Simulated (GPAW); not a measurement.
Here is a GPAW 26.7.0 calculation.

Contents of run.py:

```python
import numpy as np
from ase.dft.bandgap import bandgap
from ase.io import read, write
from ase.units import GPa
from gpaw import GPAW, PW, setup_paths
from gpaw.spinorbit import soc_eigenstates

setup_paths.insert(0, '.')

atoms = read('POSCAR')

calc = GPAW(mode=PW(600),
            xc='PBEsol',
            kpts={'size': (8, 8, 8), 'gamma': True},
            occupations={'name': 'fermi-dirac', 'width': 0.05},
            nbands=14,
            convergence={'density': 1e-05, 'energy': 1e-05},
            maxiter=150,
            txt='gpaw.txt')
atoms.calc = calc
energy = atoms.get_potential_energy()
forces = atoms.get_forces()
stress = atoms.get_stress()
calc.write('gs.gpw')
write('result.traj', atoms)
print(f'Energy: {energy:.6f} eV')
print('Forces (eV/A):')
print(forces.round(4))
print('Stress (GPa):', (stress / GPa).round(3))
print('Fermi level:', round(calc.get_fermi_level(), 4), 'eV')
print(f'Gap: {bandgap(calc)[0]:.4f} eV, direct: {bandgap(calc, direct=True)[0]:.4f} eV')

path = atoms.cell.bandpath('GXWKGLUWLK,UX', npoints=100, eps=1e-4)
bs_calc = calc.fixed_density(kpts=path, symmetry='off', nbands=21,
                             convergence={'bands': 'CBM+6.0', 'eigenstates': 1e-6}, txt='bands.txt')
bs = bs_calc.band_structure()
bs.write('bs.json')
print(f'Gap on the path: {bandgap(bs_calc)[0]:.4f} eV')

soc = soc_eigenstates(bs_calc, theta=54.7, phi=45)
np.savetxt('soc_bands.dat', soc.eigenvalues(), fmt='%.4f')
mesh = soc_eigenstates('gs.gpw', theta=54.7, phi=45)
np.savetxt('soc_mesh.dat', mesh.eigenvalues(), fmt='%.4f')
print('Fermi level with spin-orbit coupling:', round(mesh.fermi_level, 4), 'eV')
```

The input POSCAR:

```
Au
1.0
    0.0000000000      2.0350000000      2.0350000000
    2.0350000000      0.0000000000      2.0350000000
    2.0350000000      2.0350000000      0.0000000000
Au
1
Direct
    0.0000000000      0.0000000000      0.0000000000
```

Potentials or basis: PAW data sets generated in the run's folder for this functional, pw.

Launch:

```bash
$ gpaw-setup -f PBEsol Au
$ OMP_NUM_THREADS=1 python run.py
```

**Question.** Estimate the pressure.

**Answer.** 5.7 GPa.

**Question.** What does it give for the band gap along the path?

**Answer.** None (metal or under the smearing width).

Levels at the corners of the path, in eV from the Fermi level:
| point | band 7 | band 8 | band 9 | band 10 | band 11 | band 12 | band 13 | band 14 |
| --- | --- | --- | --- | --- | --- | --- | --- | --- |
| Γ | -4.22 | -4.22 | -2.98 | -2.98 | -2.98 | -2.98 | 15.72 | 15.72 |
| X | -2.10 | -2.10 | -0.99 | -0.99 | 0.52 | 0.52 | 5.84 | 5.84 |
| W | -3.22 | -3.22 | -1.62 | -1.62 | 4.79 | 4.79 | 5.25 | 5.25 |
| K | -3.00 | -3.00 | -1.92 | -1.92 | 3.70 | 3.70 | 4.58 | 4.58 |
| Γ | -4.22 | -4.22 | -2.98 | -2.98 | -2.98 | -2.98 | 15.72 | 15.72 |
| L | -2.36 | -2.36 | -1.59 | -1.59 | -1.37 | -1.37 | 3.15 | 3.15 |
| U | -3.00 | -3.00 | -1.92 | -1.92 | 3.70 | 3.70 | 4.58 | 4.58 |
| W | -3.22 | -3.22 | -1.62 | -1.62 | 4.79 | 4.79 | 5.25 | 5.25 |
| L | -2.36 | -2.36 | -1.59 | -1.59 | -1.37 | -1.37 | 3.15 | 3.15 |
| K | -3.00 | -3.00 | -1.92 | -1.92 | 3.70 | 3.70 | 4.58 | 4.58 |
| U | -3.00 | -3.00 | -1.92 | -1.92 | 3.70 | 3.70 | 4.58 | 4.58 |
| X | -2.10 | -2.10 | -0.99 | -0.99 | 0.52 | 0.52 | 5.84 | 5.84 |

Caveat: with this Au data set, volumes or pressures lay over 1.5 % or 2 GPa off other programs in two to four cells of ten; spin-orbit coupling was added after a scalar SCF, so levels and gaps hold it while energy, forces, pressure and moments don't; this program's spin-orbit splittings come out too wide for heavy elements.
